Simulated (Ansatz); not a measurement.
NbP:

```xyz
4
Lattice="-1.6749 1.6749 5.7401 1.6749 -1.6749 5.7401 1.6749 1.6749 -5.7401" Properties=species:S:1:pos:R:3 pbc="T T T"
Nb    1.6749    0.0000    2.8687
Nb    0.0000    0.0000    5.7387
P     0.0000    1.6749    3.8200
P     0.0000    0.0000    0.9500
```

The cell is a database's computed one.

| Quantity | Value |
| --- | --- |
| Program | Ansatz 0.2.0 |
| Task | relaxation of cell and atoms |
| Functional | PBEsol |
| Potentials or basis | Ansatz PAW |
| Cutoff | 420 eV (not typed: the program's choice for these potentials) |
| k mesh | 11 × 11 × 11 |
| Occupations | fermi-dirac, width 0.05 eV |
| Spin | no spin polarisation |
| Hubbard terms | Nb d U = 1 eV |

At the start: volume 16.10 Å³/atom.

Problem. Where does the relaxation end?

Solution. It ends after 5 steps and the volume is 15.59 Å³/atom (-3.2 %); space group I4_1md (No. 109, to 0.05 Å).

The path:
```csv
step,energy change (eV),largest force (eV/Å),volume (Å³)
1,0.0000,0.0159,64.41
2,-0.0191,0.0120,60.95
3,-0.0402,0.0021,62.43
4,-0.0402,0.0015,62.36
5,-0.0399,0.0014,62.36
```

Final structure:
```yaml
crystal:
  lattice:
    - [-1.66091, 1.66091, 5.65134]
    - [1.66091, -1.66091, 5.65134]
    - [1.66091, 1.66091, -5.65134]
  atoms:
    - { symbol: Nb, position: [0.25017, 0.75017, 0.50000] }
    - { symbol: Nb, position: [0.50017, 0.50017, 0.00000] }
    - { symbol: P, position: [0.83246, 0.33246, 0.50000] }
    - { symbol: P, position: [0.08246, 0.08246, 0.00000] }
```

Caveat: the plane-wave basis is chosen anew once the cell has moved, so the energies of steps on either side of that aren't comparable; the PAW data sets come from PBE, with cores solved anew for the run's functional, which leaves a small shift of forces and pressure; the U is typed as a test and isn't derived for this compound.
